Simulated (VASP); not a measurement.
## SiC: electric field gradients with PBE

SiC:

```
Si C
1.0
     0.00000    2.21883    2.08704
     2.21883    0.00000    2.08704
     2.21883    2.21883    0.00000
Si C
1 1
Direct
  0.00000 0.00000 0.00000
  0.75000 0.75000 0.75000
```

Measurements of this composition are mostly on another form, of space group No. 186.

The cell isn't the ideal one: z stretched by -4 % at fixed volume, PAW files.

```
Program                : VASP 6.6.1
Task                   : electric field gradients
Functional             : PBE
Potentials or basis    : VASP PAW PBE potentials, release 64 (Si, C)
Cutoff                 : 520 eV
k mesh                 : 14 × 14 × 14
Occupations            : fermi-dirac, width 0.05 eV
Spin                   : no spin polarisation
Dipole correction      : no
Further INCAR settings : ALGO = Fast; EDIFF = 1e-08; NBANDS = 11
```

| Item | Value |
| --- | --- |
| Pressure | 4.5 GPa |
| Band gap on the k mesh | 0.75 eV, indirect (least direct gap 4.48 eV) |

Stress tensor (GPa, compression positive):
```
-0.13  0.00  0.00
 0.00 -0.13  0.00
 0.00  0.00 13.68
```

Levels at points of the mesh, in eV from the valence-band top:
| k point | band 2 | band 3 | band 4 | band 5 | band 6 | band 7 |
| --- | --- | --- | --- | --- | --- | --- |
| (0.00, 0.00, 0.00) | -0.38 | -0.38 | 0.00 | 6.03 | 6.99 | 7.17 |
| (0.50, 0.00, 0.00) | -8.83 | -1.66 | -0.97 | 4.97 | 6.54 | 7.74 |
| (0.50, 0.50, 0.00) | -7.56 | -3.88 | -3.88 | 0.75 | 3.37 | 13.67 |
| (0.50, 0.00, 0.50) | -8.33 | -3.26 | -3.18 | 1.30 | 4.45 | 12.96 |

Electric field gradients, principal values (V/Å²):
```tsv
atom	Vxx	Vyy	Vzz
1 Si	-3.752	-3.752	7.505
2 C	1.791	1.791	-3.582
```

Run time: 27 s on 1 thread of Intel(R) Xeon(R) Platinum 8488C (Sapphire Rapids), with other jobs on the host, peak memory 0.17 GiB.

A k mesh can miss the band edges.
